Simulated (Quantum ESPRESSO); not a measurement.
# Ti in Quantum ESPRESSO: a series of runs, part 2 of 2

Quantum ESPRESSO 7.5. Earlier steps stand in the parts before.

## 3. Work function, PBE

Contents of pw.in:

```
&CONTROL
  calculation = 'scf'
  prefix = 'pwscf'
  outdir = './tmp'
  pseudo_dir = './pseudo'
  tprnfor = .true.
  disk_io = 'low'
  tefield = .true.
  dipfield = .true.
/
&SYSTEM
  ibrav = 0
  celldm(1) = 8
  nat = 6
  ntyp = 1
  ecutwfc = 84
  nbnd = 48
  occupations = 'smearing'
  smearing = 'fd'
  degauss = 0.00367493
  edir = 3
  emaxpos = 0.9801
  eopreg = 0.0398
  eamp = 0
/
&ELECTRONS
  conv_thr = 6d-09
  electron_maxstep = 150
  mixing_beta = 0.3
  mixing_mode = 'local-TF'
/
ATOMIC_SPECIES
Ti    47.8670 Ti.upf
CELL_PARAMETERS alat
  0.6781408648339  -0.0000000000000   0.0000000000000
 -0.0000000000000   0.6781408648339   0.0000000000000
  0.0000000000000   0.0000000000000   5.9408265042923
ATOMIC_POSITIONS crystal
Ti     0.5000000000    0.5000000000    0.2982107356
Ti     0.0000000000    0.0000000000    0.3789264414
Ti     0.5000000000    0.5000000000    0.4596421471
Ti     0.0000000000    0.0000000000    0.5403578529
Ti     0.5000000000    0.5000000000    0.6210735586
Ti     0.0000000000    0.0000000000    0.7017892644
K_POINTS automatic
9 9 1 0 0 0
```

Contents of pp_density.in:

```
&INPUTPP
  prefix = 'pwscf'
  outdir = './tmp'
  filplot = 'density.dat'
  plot_num = 0
/
&PLOT
  nfile = 1
  filepp(1) = 'density.dat'
  iflag = 3
  output_format = 6
  fileout = 'density.cube'
/
```

Contents of pp_potential.in:

```
&INPUTPP
  prefix = 'pwscf'
  outdir = './tmp'
  filplot = 'potential.dat'
  plot_num = 11
/
&PLOT
  nfile = 1
  filepp(1) = 'potential.dat'
  iflag = 3
  output_format = 6
  fileout = 'potential.cube'
/
```

Contents of pp_elf.in:

```
&INPUTPP
  prefix = 'pwscf'
  outdir = './tmp'
  filplot = 'elf.dat'
  plot_num = 8
/
&PLOT
  nfile = 1
  filepp(1) = 'elf.dat'
  iflag = 3
  output_format = 6
  fileout = 'elf.cube'
/
```

Potentials or basis: PseudoDojo 0.4.1 SR PBE standard.

Command:

```console
OMP_NUM_THREADS=1 mpirun -n 2 pw.x -nk 2 -in pw.in > pw.out
OMP_NUM_THREADS=1 mpirun -n 1 pp.x -in pp_density.in > pp_density.out
OMP_NUM_THREADS=1 mpirun -n 1 pp.x -in pp_potential.in > pp_potential.out
OMP_NUM_THREADS=1 mpirun -n 1 pp.x -in pp_elf.in > pp_elf.out
```

pw.out:

```text
This program is part of the open-source Quantum ESPRESSO suite
     for quantum simulation of materials; please cite
         "P. Giannozzi et al., J. Phys.:Condens. Matter 21 395502 (2009);
         "P. Giannozzi et al., J. Phys.:Condens. Matter 29 465901 (2017);
         "P. Giannozzi et al., J. Chem. Phys. 152 154105 (2020);
     in publications or presentations arising from this work. More details at

     Presently no symmetry can be used with electric field

     K-points division:     npool     =       2
     Subspace diagonalization in iterative solution of the eigenvalue problem:
     a serial algorithm will be used

     G-vector sticks info
     --------------------
     sticks:   dense  smooth     PW     G-vecs:    dense   smooth      PW
     Sum         793     793    225               145629   145629   22813

     Using Slab Decomposition

     bravais-lattice index     =            0
     lattice parameter (alat)  =       8.0000  a.u.
     unit-cell volume          =    1398.8033 (a.u.)^3
     number of atoms/cell      =            6
     number of atomic types    =            1
     number of electrons       =        72.00
     number of Kohn-Sham states=           48
     kinetic-energy cutoff     =      84.0000  Ry
     charge density cutoff     =     336.0000  Ry
     scf convergence threshold =      6.0E-09
     mixing beta               =       0.3000
     number of iterations used =            8  local-TF  mixing
     Exchange-correlation= PBE
                           (   1   4   3   4   0   0   0)

     celldm(1)=   8.000000  celldm(2)=   0.000000  celldm(3)=   0.000000
     celldm(4)=   0.000000  celldm(5)=   0.000000  celldm(6)=   0.000000

     crystal axes: (cart. coord. in units of alat)
               a(1) = (   0.678141  -0.000000   0.000000 )
               a(2) = (  -0.000000   0.678141   0.000000 )
               a(3) = (   0.000000   0.000000   5.940827 )

     reciprocal axes: (cart. coord. in units 2 pi/alat)
               b(1) = (  1.474620  0.000000 -0.000000 )
               b(2) = (  0.000000  1.474620 -0.000000 )
               b(3) = ( -0.000000 -0.000000  0.168327 )

     PseudoPot. # 1 for Ti read from file:
     Ti.upf
     Pseudo is Norm-conserving + core correction, Zval = 12.0
     Generated using ONCVPSP code by D. R. Hamann
     Using radial grid of 1586 points,  6 beta functions with:
                l(1) =   0
                l(2) =   0
                l(3) =   1
                l(4) =   1
                l(5) =   2
                l(6) =   2

     atomic species   valence    mass     pseudopotential
     Ti               12.00    47.86700     Ti( 1.00)

     No symmetry found

   Cartesian axes

     site n.     atom                  positions (alat units)
         1        Ti     tau(   1) = (   0.3390704   0.3390704   1.7716182  )
         2        Ti     tau(   2) = (   0.0000000   0.0000000   2.2511362  )
         3        Ti     tau(   3) = (   0.3390704   0.3390704   2.7306542  )
         4        Ti     tau(   4) = (   0.0000000   0.0000000   3.2101723  )
         5        Ti     tau(   5) = (   0.3390704   0.3390704   3.6896903  )
         6        Ti     tau(   6) = (   0.0000000   0.0000000   4.1692083  )

     number of k points=    41  Fermi-Dirac smearing, width (Ry)=  0.0037
                       cart. coord. in units 2pi/alat
        k(    1) = (   0.0000000   0.0000000   0.0000000), wk =   0.0246914
        k(    2) = (   0.0000000   0.1638467   0.0000000), wk =   0.0493827
        k(    3) = (   0.0000000   0.3276933   0.0000000), wk =   0.0493827
        k(    4) = (   0.0000000   0.4915400   0.0000000), wk =   0.0493827
        k(    5) = (   0.0000000   0.6553866   0.0000000), wk =   0.0493827
        k(    6) = (   0.1638467   0.0000000   0.0000000), wk =   0.0493827
[... 33 lines left out ...]
        k(   40) = (   0.6553866  -0.3276933   0.0000000), wk =   0.0493827
        k(   41) = (   0.6553866  -0.1638467   0.0000000), wk =   0.0493827

     Dense  grid:   145629 G-vectors     FFT dimensions: (  32,  32, 288)

     Initial potential from superposition of free atoms

     starting charge      71.9905, renormalised to      72.0000

     negative rho (up, down):  2.860E-05 0.000E+00

     Adding external electric field

     Computed dipole along edir(3) :
        Dipole                0.0000 Ry au,          0.0000 Debye
        Dipole field          0.0000 Ry au,

        Potential amp.       -0.0000 Ry
        Total length         45.6351 bohr

     Starting wfcs are   60 randomized atomic wfcs

     Self-consistent Calculation

     iteration #  1     ecut=    84.00 Ry     beta= 0.30
     Davidson diagonalization with overlap
     ethr =  1.00E-02,  avg # of iterations =  3.2

     Adding external electric field
[... 433 lines left out ...]
        Potential amp.        0.0001 Ry
        Total length         45.6351 bohr

     End of self-consistent calculation

          k = 0.0000 0.0000 0.0000 ( 18131 PWs)   bands (ev):

   -52.0601 -52.0600 -51.8197 -51.7807 -51.7216 -51.6656 -28.4768 -28.4678
   -28.2746 -28.0876 -28.0876 -28.0872 -28.0872 -28.0738 -27.9061 -27.9061
   -27.8665 -27.8529 -27.8529 -27.7729 -27.7729 -27.7239 -27.6941 -27.6941
    -1.1262  -0.4350   0.5130   1.4554   2.0340   2.1121   3.0682   3.3667
     3.8380   4.4188   4.7608   4.7613   5.0235   5.5041   5.7817   5.7817
     6.0736   6.0736   6.2040   6.3272   6.5469   6.5469   6.7770   7.1624
[... 354 lines left out ...]
   -52.0016 -52.0016 -51.7141 -51.7128 -51.6901 -51.6758 -28.4958 -28.4939
   -28.4641 -28.4575 -28.3161 -28.2983 -28.1788 -28.1779 -28.0794 -28.0741
   -27.9455 -27.8859 -27.8501 -27.8478 -27.8254 -27.7998 -27.7967 -27.7825
     2.2109   2.2984   2.4918   2.8007   3.1936   3.3128   4.1336   4.2824
     4.3643   4.3997   4.6793   4.8185   4.8228   5.0004   5.2542   5.2817
     5.6157   5.6355   5.7483   5.7846   6.0741   6.1831   6.5383   6.6917

     the Fermi energy is     4.7747 ev

!    total energy              =    -712.10983703 Ry
     estimated scf accuracy    <          3.5E-09 Ry
     smearing contrib. (-TS)   =      -0.00858980 Ry
     internal energy E=F+TS    =    -712.10124723 Ry

     The total energy is F=E-TS. E is the sum of the following terms:
     one-electron contribution =   -4973.56526178 Ry
     hartree contribution      =    2488.07209000 Ry
     xc contribution           =    -104.64996578 Ry
     ewald contribution        =    1878.04189033 Ry
     electric field correction =       0.00000000 Ry

     convergence has been achieved in  26 iterations

     Forces acting on atoms (cartesian axes, Ry/au):

     atom    1 type  1   force =    -0.00000003    0.00000004    0.01510193
     atom    2 type  1   force =    -0.00000009    0.00000004   -0.02772020
     atom    3 type  1   force =    -0.00000001    0.00000004   -0.00034489
     atom    4 type  1   force =     0.00000003    0.00000004    0.00034465
     atom    5 type  1   force =     0.00000012   -0.00000013    0.02772023
     atom    6 type  1   force =    -0.00000001   -0.00000003   -0.01510172

     Total force =     0.044645     Total SCF correction =     0.000161

=------------------------------------------------------------------------------=
   JOB DONE.
=------------------------------------------------------------------------------=
```

pp_potential.out:

```text
This program is part of the open-source Quantum ESPRESSO suite
     for quantum simulation of materials; please cite
         "P. Giannozzi et al., J. Phys.:Condens. Matter 21 395502 (2009);
         "P. Giannozzi et al., J. Phys.:Condens. Matter 29 465901 (2017);
         "P. Giannozzi et al., J. Chem. Phys. 152 154105 (2020);
     in publications or presentations arising from this work. More details at

[... 33 lines left out ...]
     Writing data to file  potential.dat
     Reading data from file  potential.dat

     Writing data to be plotted to file potential.cube
     Plot Type: 3D                     Output format: Gaussian cube

=------------------------------------------------------------------------------=
   JOB DONE.
=------------------------------------------------------------------------------=
```

It took 12 min on 2 MPI ranks of Arm Neoverse V1, shared host; peak memory 1 GiB.

What came out:

```yaml
Free_energy: -9688.7479 eV
Largest_force: 0.713 eV/Å
Band_gap_on_the_k_mesh: none (metal or under the smearing width)
Dipole_across_the_slab: 0.00 D
Work_function_of_the_upper_face: 4.09 eV
Work_function_of_the_lower_face: 4.09 eV
```

Forces in eV/Å, atoms in the order of the input:
```
Ti   0.000  0.000  0.388
Ti   0.000  0.000 -0.713
Ti   0.000  0.000 -0.009
Ti   0.000  0.000  0.009
Ti   0.000  0.000  0.713
Ti   0.000  0.000 -0.388
```

Levels at points of the mesh, in eV from the Fermi level:
```csv
k point,band 32,band 33,band 34,band 35,band 36,band 37,band 38,band 39,band 40,band 41
"(0.00, 0.00, 0.00)",-1.41,-0.94,-0.36,-0.01,-0.01,0.25,0.73,1.01,1.01,1.30
```
